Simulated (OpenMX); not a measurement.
# NaI under changes of volume

One of the cells (33.899 Å³/atom); the others are scaled copies at fixed shape and fractional positions:

```
I Na
1.0
     0.00000    3.23640    3.23640
     3.23640    0.00000    3.23640
     3.23640    3.23640    0.00000
I Na
1 1
Cartesian
  3.2364 3.2364 3.2364
  0.0000 0.0000 0.0000
```

* Program: OpenMX 3.8.5
* Functional: PBE
* Potentials or basis: OpenMX 2013 PBE set, I7.0-s3p3d2f1, Na9.0-s3p2d2, fixed grid of 50 × 50 × 50 points
* k mesh: 7 × 7 × 7
* Occupations: fermi-dirac, width 0.05 eV
* Spin: no spin polarisation

```tsv
volume (Å³/atom)	energy over the lowest point (meV/atom)	gap on the mesh (eV)
31.865	18.72	3.95
32.543	11.63	3.89
33.221	6.33	3.84
33.899	2.73	3.78
34.577	0.72	3.73
35.255	0.00	3.69
35.933	?	?
```

Question: What does the run at 35.933 Å³/atom give?

Answer: Energy over the lowest point 0.46 meV/atom; gap on the mesh 3.64 eV.

Worked out: A Birch-Murnaghan fit of order 3 (a polynomial in V^(-2/3)) to the other rows has its minimum at 35.27 Å³/atom, just outside them, with B0 = V·E''(V) = 15.4 GPa and B' = 4.0. It gives 0.59 meV/atom at 35.933 Å³/atom, against the run's 0.46. A straight line through the other rows of the gap, of slope -2.6 eV per unit of ln V (its deformation potential), extrapolates to 3.63 eV, against the run's 3.64.

Energies are extrapolated to zero smearing.

Caveats: spin-orbit coupling is left out, which moves the levels of the heavy elements; the basis of atomic orbitals isn't converged, which shifts pressures, moduli and gaps.
